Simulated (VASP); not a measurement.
Pb, 4 atoms in the cell. Symmetry: P6_3/mmc, No. 194, hexagonal system. Conventional cell: a = 3.683 Å, b = 3.683 Å, c = 11.844 Å, α = 90.00°, β = 90.00°, γ = 120.00°. Around Pb (site symmetry -3m) lie 12 Pb at 3.65 to 3.68 Å. Pb (site symmetry -6m2) is surrounded by 12 Pb at 3.65 to 3.68 Å. This isn't the form of Pb at room conditions, which is fcc.

* Program: VASP 6.6.1
* Task: single point
* Functional: BLYP
* Potentials or basis: VASP PAW PBE potentials, release 64 (Pb_d)
* Cutoff: 520 eV
* k mesh: 13 × 13 × 4
* Occupations: fermi-dirac, width 0.1 eV
* Spin: no spin polarisation
* Dipole correction: no
* Further INCAR settings: ALGO = Fast; EDIFF = 1e-06; NBANDS = 36

Potentials or basis: VASP PAW PBE potentials, release 64 (Pb_d).

Run with:

```sh
$ cat potpaw_PBE.64/Pb_d/POTCAR > POTCAR
$ mpirun -np 1 vasp_std > vasp.out
```

Hardware: 1 thread of Intel(R) Xeon(R) Platinum 8488C (Sapphire Rapids), on a shared host.

Question: How long does it take, and how much memory?

Answer: It took 3.7 min on 1 thread of Intel(R) Xeon(R) Platinum 8488C (Sapphire Rapids), with other jobs on the host, peak memory 0.37 GiB. Counts: scf iterations 15, k points 63.
